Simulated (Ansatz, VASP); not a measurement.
Two plane-wave programs on Bi2TeSe2 (Skippenite)

```
Bi Te Se
1.0
     2.11902    1.22342    9.84014
    -2.11902    1.22342    9.84014
     0.00000   -2.44684    9.84014
Bi Te Se
2 1 2
Cartesian
  0.0000 0.0000 17.7695
  0.0000 0.0000 11.7509
  0.0000 0.0000 0.0000
  0.0000 0.0000 23.2739
  0.0000 0.0000 6.2465
```

Change from the starting cell: volume scaled by 1.04.

Alike in both runs: task single point; functional PBEsol; k mesh 7 × 7 × 7; occupations fermi-dirac, width 0.05 eV; no spin polarisation.

|  | VASP | Ansatz |
| --- | --- | --- |
| version | VASP 6.6.1 | Ansatz 0.2.0 |
| potentials or method | VASP PAW PBE potentials, release 64 (Bi_d, Te, Se) | Ansatz PAW |
| plane-wave cutoff (eV) | 520 | 420 |
| valence electrons in the cell | 48 | 78 |

Ansatz gave:

| Item | Value |
| --- | --- |
| gap on the k mesh at the Fermi level (eV) | 0.45 |
| least direct gap on the mesh (eV) | 0.45 |
| pressure (GPa) | -0.6 |
| largest component of the traceless stress (GPa) | 0.11 |
| rms of the force components (eV/Å) | 0.692 |

Task: Estimate VASP's values.

Result: gap on the k mesh at the Fermi level (eV): 0.45; least direct gap on the mesh (eV): 0.45; pressure (GPa): -0.5; largest component of the traceless stress (GPa): 0.11; rms of the force components (eV/Å): 0.689.

Atom by atom the forces differ by 0.004 eV/Å (rms over components). The functional is the same, so the differences come from potentials, cutoffs and numerics. The two sets of potentials don't hold the same shells in valence.

Caveats: spin-orbit coupling is left out, which as a rule narrows the gap of such compounds by several tenths of an eV; the PAW data sets were made with another functional, which shifts forces and pressure a little (VASP); an odd mesh through Γ misses points on the zone boundary, where band edges often lie (VASP); odd divisions of the mesh miss points on the zone boundary, where band edges often lie, so the gap on the mesh can be too wide (Ansatz); the PAW data sets come from PBE, with cores solved anew for the run's functional, which leaves a small shift of forces and pressure (Ansatz); forces of over 1 eV/Å show positions far from the minimum, so gaps and moduli don't describe the material at rest (Ansatz).
